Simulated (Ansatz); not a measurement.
Relaxed bulk TaC, space group Fm-3m (No. 225):

```cif
data_structure
_symmetry_space_group_name_H-M 'Fm-3m'
_symmetry_Int_Tables_number 225
_cell_length_a 4.4619
_cell_length_b 4.4619
_cell_length_c 4.4619
_cell_angle_alpha 90.000
_cell_angle_beta 90.000
_cell_angle_gamma 90.000
_cell_volume 88.83
loop_
_atom_site_label
_atom_site_type_symbol
_atom_site_symmetry_multiplicity
_atom_site_Wyckoff_symbol
_atom_site_fract_x
_atom_site_fract_y
_atom_site_fract_z
_atom_site_occupancy
Ta1 Ta 4 a 0.00000 0.00000 0.00000 1
C1 C 4 b 0.50000 0.00000 0.00000 1
```

The calculation used Ansatz 0.2.0, DFT r2SCAN, scalar-relativistic, plane waves, PAW. Cutoff 500 eV, k spacing 0.19 to 0.25 Å⁻¹, dipole correction; no spin polarisation.

Slabs with different planes and terminations (top/bottom plane) are cut from it in 1×1 cells and relaxed. Each holds whole formula units counted by Ta and an excess Δn of C (negative: a deficit); ΔE is its energy over those formula units in the bulk and the excess in the standard state of C. The formation energy of TaC is -1.379 eV a formula unit (uncorrected), so Δμ(C) runs from -1.379 eV to 0 if no other compound intervenes.

| slab | A (Å²) | Δn(C) | ΔE (eV) |
| --- | --- | --- | --- |
| (110) TaC/TaC, Ta7C7 | 14.08 | 0 | 6.078 |
| (111) C/C, Ta5C6 | 8.62 | +1.00 | 5.637 |
| (100) TaC/TaC, Ta5C5 | 9.95 | 0 | 2.096 |
| (111) Ta/C, Ta5C5 | 8.62 | 0 | 4.656 |
| (111) Ta/Ta, Ta5C4 | 8.62 | -1.00 | 3.623 |

**Question.** Work out each slab's surface energy at the C-rich and C-poor ends.

**Answer.** γ = [ΔE − Δn·Δμ(C)]/(2A) × 16.02 J/m² per eV/Å², the mean of both faces:

```
                slab C-rich (J/m²) C-poor (J/m²)
(110) TaC/TaC, Ta7C7           3.46           3.46
    (111) C/C, Ta5C6           5.24           6.52
(100) TaC/TaC, Ta5C5           1.69           1.69
   (111) Ta/C, Ta5C5           4.33           4.33
  (111) Ta/Ta, Ta5C4           3.37           2.09
```

**Question.** Does the lowest surface change with the conditions?

**Answer.** No: among these slabs (100) TaC/TaC, Ta5C5 is lowest at both ends, and since each γ is a straight line in Δμ, throughout the range.

Only the planes named were cut, so another facet can lie lower still. Reconstructions in larger cells weren't sought.